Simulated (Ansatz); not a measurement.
Abridged Ansatz (an electronic-structure program) output:

```
Pseudopotential: Ba, paw, valence charge 10
Pseudopotential: Sn, paw, valence charge 14
Pseudopotential: O, paw, valence charge 6
Crystal: 5 atoms, lattice volume = 70.029 Å³
Basis set: ecut = 420 eV, 1357 PW (Γ), exchange–correlation on 60×60×60 points (8 copies of the dense FFT grid, shifted against one another)
Bands: 26, of which v1, the nominal top of the filled ones, is band 21 counted from 1 (20 counted from 0)
Symmetry: 48 space group operations
k-points: 35 of 512
Functional: x = pbesol(κ = 0.804, μ = 0.12345679012345678), c = pbesol(β = 0.046)
SCF iter   1: F=—  HF=-13498.767562 eV  |F-HF|=—  |Δ(HF+E_count)|=         —  Δρ=1.57e-2  dr2=1.43e-1  ethr=1.77e-3  ⟨swp⟩=9.1  Hψ=5381  notcnv=0
SCF iter   2: F=—  HF=-13498.727365 eV  |F-HF|=—  |Δ(HF+E_count)|=   4.02e-2  Δρ=2.87e-3  dr2=2.38e-3  ethr=3.40e-4  ⟨swp⟩=2.7  Hψ=1784  notcnv=0  defer=32
SCF 1 converged in 8 iterations: F = -13498.726776 eV  dr2 = 6.21e-12
SCF converged after 8 iterations
Free energy (F): -13498.726776 eV
Internal energy: -13498.726772 eV  (E = F + TS)
E sigma→0 (E₀):  -13498.726774 eV
Entropy (-TS):   -0.000004 eV (-0.001 meV/atom)
Fermi energy:    10.556192 eV
--- Forces (eV/Å), atoms counted from 1 ---
  atom   1  Ba    -0.00000000    -0.00000000    -0.00000000
  atom   2  Sn     0.00000000    -0.00000000    -0.00000000
  atom   3  O      0.00000000     0.00000000     0.00000000
  atom   4  O      0.00000000     0.00000000    -0.00000000
  atom   5  O      0.00000000    -0.00000000     0.00000000
--- Stress (GPa, compression-positive) ---
        0.000323       0.000000       0.000000
        0.000000       0.000323       0.000000
       -0.000000       0.000000       0.000323
  P = ⅓ Tr σ = 0.0003 GPa (0.003 kbar)
```

Problem. What was computed, and what are the main results?

Solution. BaSnO3, 5 atoms in the cell, with PBEsol (Ansatz; PAW; 420 eV plane waves; no SOC). The last SCF converged to F = -13498.726776 eV, or -2699.7454 eV per atom, at a pressure of 0.00 GPa. The total energy compares only with runs of the same code, potentials and settings.

No phonon test of stability was made. The cell is BaSnO3 in the cubic perovskite structure (space group Pm-3m, No. 221).
